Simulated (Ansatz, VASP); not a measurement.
One calculation of PtS2, two programs

File INCAR:

```
PREC     = Accurate       # precision mode
ENCUT    = 520            # plane-wave cutoff, eV
EDIFF    = 1E-6           # SCF threshold, eV
ISMEAR   = 0              # smearing method
SIGMA    = 0.023          # smearing width, eV
LREAL    = False          # projectors in reciprocal space
LASPH    = True           # aspherical terms in the spheres
NELM     = 60             # most SCF steps
ALGO     = Normal         # electronic algorithm
ISIF     = 2              # what is computed and relaxed
LWAVE    = False          # write WAVECAR
LCHARG   = True           # write CHGCAR
GGA      = PE             # functional
LELF     = True           # ELF
LVHAR    = True         
NBANDS   = 18             # bands
```

The input KPOINTS:

```
Automatic mesh
0
Gamma
  9 9 5
```

The input POSCAR:

```
PtS2
1.0
    3.5432000000      0.0000000000      0.0000000000
   -1.7716000000      3.0685012107      0.0000000000
    0.0000000000      0.0000000000      5.0388000000
Pt S
1 2
Direct
    0.0000000000      0.0000000000      0.0000000000
    0.6666666667      0.3333333333      0.7730000000
    0.3333333333      0.6666666667      0.2270000000
```

File input.yaml:

```yaml
crystal:
  lattice:
    - [3.5432, 0.0, 0.0]
    - [-1.7716, 3.0685012107, 0.0]
    - [0.0, 0.0, 5.0388]
  atoms:
    - { symbol: Pt, position: [0.0, 0.0, 0.0] }
    - { symbol: S, position: [0.6666666667, 0.3333333333, 0.773] }
    - { symbol: S, position: [0.3333333333, 0.6666666667, 0.227] }
hamiltonian:
  xc: pbe
  pseudopotentials: { kind: paw }
kpoints:
  mp_grid: { grid: [9, 9, 5] }
scf:
  occupations: { method: gaussian, width: 0.023 }
output:
  forces: true
  stress: true
  eigenvalues: true
```

Alike in both runs: task single point; functional PBE; k mesh 9 × 9 × 5; occupations gaussian, width 0.023 eV; no spin polarisation.

|  | VASP | Ansatz |
| --- | --- | --- |
| version | VASP 6.6.1 | Ansatz 0.2.0 |
| potentials or method | VASP PAW PBE potentials, release 64 (Pt, S) | Ansatz PAW |
| plane-wave cutoff (eV) | 520 | 420 |
| valence electrons in the cell | 22 | 30 |

```tsv
	VASP	Ansatz	Ansatz less VASP
gap on the k mesh at the Fermi level (eV)	1.03	1.02	-0.015
least direct gap on the mesh (eV)	1.08	1.07	-0.009
pressure (GPa)	11.1	11.6	+0.52
largest component of the traceless stress (GPa)	0.99	1.17	+0.184
rms of the force components (eV/Å)	0.572	0.592	+0.0206
```

Atom by atom the forces differ by 0.021 eV/Å (rms over components). The two sets of potentials don't hold the same shells in valence.

Caveats: spin-orbit coupling is left out, which moves the levels of the heavy elements; forces of over 1 eV/Å show positions far from the minimum, so gaps and moduli don't describe the material at rest; an odd mesh through Γ misses points on the zone boundary, where band edges often lie (VASP); odd divisions of the mesh miss points on the zone boundary, where band edges often lie, so the gap on the mesh can be too wide (Ansatz).
